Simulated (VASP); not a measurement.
Here is a VASP 6.6.1 calculation.

INCAR

```
PREC     = Accurate       # precision mode
ENCUT    = 600            # plane-wave cutoff, eV
EDIFF    = 1E-6           # SCF threshold, eV
ISMEAR   = 0              # smearing method
SIGMA    = 0.03           # smearing width, eV
LREAL    = F              # projectors in reciprocal space
LASPH    = T              # aspherical terms in the spheres
NELM     = 80             # most SCF steps
ALGO     = Normal         # electronic algorithm
ISIF     = 3              # what is computed and relaxed
LWAVE    = F              # write WAVECAR
LCHARG   = F              # write CHGCAR
METAGGA  = R2SCAN         # meta-GGA
LMIXTAU  = T            
IBRION   = 2              # ionic algorithm
NSW      = 90             # ionic steps
EDIFFG   = -0.01          # ionic threshold
```

KPOINTS

```
regular mesh
0
Gamma
  8 8 8
```

POSCAR

```
PbS
1.0
    0.0000000000      2.9657500000      2.9657500000
    2.9657500000      0.0000000000      2.9657500000
    2.9657500000      2.9657500000      0.0000000000
Pb S
1 1
Direct
    0.0000000000      0.0000000000      0.0000000000
    0.5000000000      0.5000000000      0.5000000000
```

Potentials or basis: VASP PAW PBE potentials, release 64 (Pb_d, S).

Run with:

```console
$ cat potpaw_PBE.64/Pb_d/POTCAR potpaw_PBE.64/S/POTCAR > POTCAR
$ mpirun -np 1 vasp_std > vasp.out
```

Estimate the relaxed volume.

26.67 Å³/atom.

Estimate the band gap on the k mesh.

0.70 eV, direct.

Predict the relaxed cell.

a = 4.225 Å, b = 4.225 Å, c = 4.225 Å, α = 60.00°, β = 60.00°, γ = 60.00°.

Estimate the space group after relaxing (to 0.05 Å).

Fm-3m (No. 225).

Final structure:
```cif
data_structure
_symmetry_space_group_name_H-M 'P 1'
_symmetry_Int_Tables_number 1
_cell_length_a 4.2253
_cell_length_b 4.2253
_cell_length_c 4.2253
_cell_angle_alpha 60.000
_cell_angle_beta 60.000
_cell_angle_gamma 60.000
_cell_volume 53.34
loop_
_atom_site_label
_atom_site_type_symbol
_atom_site_fract_x
_atom_site_fract_y
_atom_site_fract_z
_atom_site_occupancy
Pb1 Pb 0.00000 0.00000 0.00000 1
S1 S 0.50000 0.50000 0.50000 1
```

Caveat: the PAW data sets were made with another functional, which shifts forces and pressure a little; spin-orbit coupling is left out, which as a rule narrows the gap of such compounds by several tenths of an eV. A k mesh can miss the band edges.
